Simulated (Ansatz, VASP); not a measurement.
**Ge in VASP and in Ansatz**

INCAR

```
  PREC = Accurate
  ENCUT = 520
  EDIFF = 1E-6
  ISMEAR = -1
  SIGMA = 0.08
  LREAL = F
  LASPH = T
  NELM = 100
  ALGO = Normal
  ISIF = 2
  LWAVE = F
  LCHARG = F
  GGA = PE
  NBANDS = 13
```

File KPOINTS:

```
Automatic mesh
0
Gamma
  16 16 16
```

POSCAR

```
Ge
1.0
   -1.4265801743      1.4265801743      1.4265801743
    1.4265801743     -1.4265801743      1.4265801743
    1.4265801743      1.4265801743     -1.4265801743
Ge
1
Direct
    0.0000000000      0.0000000000      0.0000000000
```

Input for Ansatz:

```yaml
crystal:
  lattice:
    - [-1.4265801743, 1.4265801743, 1.4265801743]
    - [1.4265801743, -1.4265801743, 1.4265801743]
    - [1.4265801743, 1.4265801743, -1.4265801743]
  atoms:
    - { symbol: Ge, position: [0.0, 0.0, 0.0] }
kpoints:
  mp_grid: { grid: [16, 16, 16] }
  band_path:
    path:
      - [0.0, 0.0, 0.0]
      - [0.5, -0.5, 0.5]
      - [0.0, 0.0, 0.5]
      - [0.0, 0.0, 0.0]
      - [0.25, 0.25, 0.25]
      - [0.5, -0.5, 0.5]
      - [0.25, 0.25, 0.25]
      - [0.0, 0.0, 0.5]
    npoints: 8
scf:
  occupations: { method: fermi_dirac, width: 0.08 }
hamiltonian:
  xc: pbe
  pseudopotentials: { kind: paw }
output:
  forces: true
  stress: true
  eigenvalues: true
  populations: true
  dos: { projected: true, de: 0.2, e_range: [-14, 8] }
```

Change from the starting cell: volume scaled by 0.6, PAW files.

Alike in both runs: task single point; functional PBE; k mesh 16 × 16 × 16; occupations fermi-dirac, width 0.08 eV; no spin polarisation.

|  | VASP | Ansatz |
| --- | --- | --- |
| version | VASP 6.6.1 | Ansatz 0.2.0 |
| potentials or method | VASP PAW PBE potentials, release 64 (Ge_d) | PAW with Ansatz's default frozen-core files, scalar-relativistic |
| plane-wave cutoff (eV) | 520 | 420 |
| valence electrons in the cell | 14 | 14 |

Ansatz gave:

| Property | Result |
| --- | --- |
| pressure (GPa) | 102.7 |

Which values does VASP return?

Pressure (GPa): 103.0.

With one functional, cell and mesh, what is left measures potentials, basis and numerics.

Caveats: the cell as given lies far from equilibrium; so large a pressure means that the cell lies far from this level's equilibrium, or that cutoff or potentials fall short (VASP).
